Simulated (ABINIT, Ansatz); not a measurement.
An input for ABINIT 10.8.3 (BeTe (F-43m)):

```
acell 3*1.0 Angstrom
rprim 
  -0.000000000000 2.831458787600 2.831458787600
  2.831458787600 0.000000000000 2.831458787600
  2.831458787600 2.831458787600 0.000000000000
ntypat 2
znucl 4 52
natom 2
typat 1 2
xred 
  0.000000000000 0.000000000000 0.000000000000
  0.750000000000 0.750000000000 0.750000000000
pp_dirpath "pseudos"
pseudos "Be.upf, Te.upf"
ecut 38
ngkpt 8 8 8
nshiftk 1
shiftk 0.11 0.21 0.31
kptopt 3
chksymbreak 0
iscf -2
irdden 1
istwfk *1
nband 24
nbdbuf 4
tolwfr 1e-09
nstep 60
prtvol 0
indata_prefix "in"
outdata_prefix "out"
tmpdata_prefix "tmp"
```

```sh
OMP_NUM_THREADS=1 mpirun -n 8 abinit run.abi > log
```

Q: Estimate wall time and host memory on 8 MPI ranks of Arm Neoverse V2, shared host.

It took 75 s; on shared hardware allow 38 s to 2.5 min. Peak host memory was 1.1 GiB.

[Paths, hosts, dates, memory and timing lines, banners, echoed tables and standing remarks are left out of the program output.]

[Logs are printed without paths, hosts, clocks, repeated set-up lines and the standing remarks that a program may print on its own settings, such as how far it seeks lower states.]

[Runs of the session that timed out or met a known fault of the program may be left out.]

[Hosts, paths, dates, database ids (printed as entryN), source tags and the programs' standing remarks are cut or masked in the printed files.]

[G0W0 gaps are taken among the corrected bands and points alone; a level outside them can change the order at an edge.]

[Where Ansatz stands beside ABINIT at settings called matched, ABINIT's density can come from a denser mesh and the files from another edition; pairs whose starting gaps differed by over 0.03 eV were left out, so agreement reads better than it is.]
